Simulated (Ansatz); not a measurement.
The decay constant κ of evanescent states in the gap governs leakage through a thin film.

```yaml
crystal:
  lattice:
    - [5.35091, 0.00000, 0.00000]
    - [-0.02379, 7.57569, 0.00000]
    - [2.66356, 3.78785, 2.68139]
  atoms:
    - { symbol: La, position: [0.50000, 0.75000, 0.00000] }
    - { symbol: La, position: [0.50000, 0.25000, 0.00000] }
    - { symbol: Al, position: [0.00000, 0.00000, 0.00000] }
    - { symbol: Al, position: [0.00000, 0.50000, 0.00000] }
    - { symbol: O, position: [0.96827, 0.21827, 0.06346] }
    - { symbol: O, position: [0.03173, 0.78173, 0.93654] }
    - { symbol: O, position: [0.50000, 0.28173, 0.46827] }
    - { symbol: O, position: [0.50000, 0.71827, 0.53173] }
    - { symbol: O, position: [0.03173, 0.75000, 0.46827] }
    - { symbol: O, position: [0.96827, 0.25000, 0.53173] }
```

The cell is taken as given; by r2SCAN it stands under a pressure of 0.8 GPa.

Transport runs along the normal of the first two printed cell vectors, the (110) plane of the conventional cell.

The gap is the functional's own. No spin-orbit coupling. Mid-gap values are those at the computed energy nearest the middle.

### Question
Estimate the band gap and the smallest decay constant κ at mid-gap that r2SCAN (Ansatz, a program for electronic structure) returns for this system.

### Answer
Gap 4.44 eV on a 12×12×12 mesh; κ = 0.396 1/Å, at the zone centre.
